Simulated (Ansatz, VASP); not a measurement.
**SnSe2: VASP beside Ansatz**

File INCAR:

```
SYSTEM = SnSe2
  PREC = Accurate
  ENCUT = 520
  EDIFF = 1E-7
  ISMEAR = 0
  SIGMA = 0.05
  LREAL = .False.
  LASPH = .True.
  NELM = 100
  ALGO = Normal
  ISIF = 2
  LWAVE = .False.
  LCHARG = .False.
  GGA = PE
  IVDW = 12
  NBANDS = 20
```

Contents of KPOINTS:

```
Automatic mesh
0
Gamma
  9 9 6
  0 0 0
```

The input POSCAR:

```
SnSe2
1.0
    4.1158786841      0.0000000000      0.0000000000
   -2.0579393420      3.5644554993      0.0000000000
    0.0000000000      0.0000000000      5.6460400000
Sn Se
1 2
Direct
    0.0000000000      0.0000000000      0.0000000000
    0.3333333333      0.6666666667      0.2500000000
    0.6666666667      0.3333333333      0.7500000000
```

Input for Ansatz:

```yaml
crystal:
  lattice:
    - [4.1158786841, 0.0, 0.0]
    - [-2.057939342, 3.5644554993, 0.0]
    - [0.0, 0.0, 5.64604]
  atoms:
    - { symbol: Sn, position: [0.0, 0.0, 0.0] }
    - { symbol: Se, position: [0.3333333333, 0.6666666667, 0.25] }
    - { symbol: Se, position: [0.6666666667, 0.3333333333, 0.75] }
basis:
  ecutwfc: 420
kpoints:
  mp_grid: { grid: [9, 9, 6] }
hamiltonian:
  xc: pbe
  dispersion: d3bj
scf:
  occupations: { method: gaussian, width: 0.05 }
output:
  forces: true
  stress: true
  eigenvalues: true
```

Change from the starting cell: strain +0.080 along x and y, -0.080 along z, atoms carried along.

Alike in both runs: task single point; functional PBE; dispersion D3(BJ); k mesh 9 × 9 × 6; occupations gaussian, width 0.05 eV; no spin polarisation.

|  | VASP | Ansatz |
| --- | --- | --- |
| version | VASP 6.6.1 | Ansatz 0.2.0 |
| potentials or method | VASP PAW PBE potentials, release 64 (Sn_d, Se) | scalar-relativistic, plane waves, PAW |
| plane-wave cutoff (eV) | 520 | 420 |
| valence electrons in the cell | 26 | 46 |

Ansatz gave:

* gap on the k mesh at the Fermi level (eV): 0.10
* least direct gap on the mesh (eV): 0.31
* pressure (GPa): -2.1
* largest component of the traceless stress (GPa): 4.32
* rms of the force components (eV/Å): 0.328

Q: What did VASP give for the same quantities?

A: gap on the k mesh at the Fermi level (eV): 0.10; least direct gap on the mesh (eV): 0.30; pressure (GPa): -2.1; largest component of the traceless stress (GPa): 4.29; rms of the force components (eV/Å): 0.332.

Atom by atom the forces differ by 0.004 eV/Å (rms over components). The two sets of potentials don't hold the same shells in valence.

Caveats: spin-orbit coupling is left out, which moves the levels of the heavy elements; an odd mesh through Γ misses points on the zone boundary, where band edges often lie; the cell's inner coordinates are idealised or old, which leaves forces on the atoms.
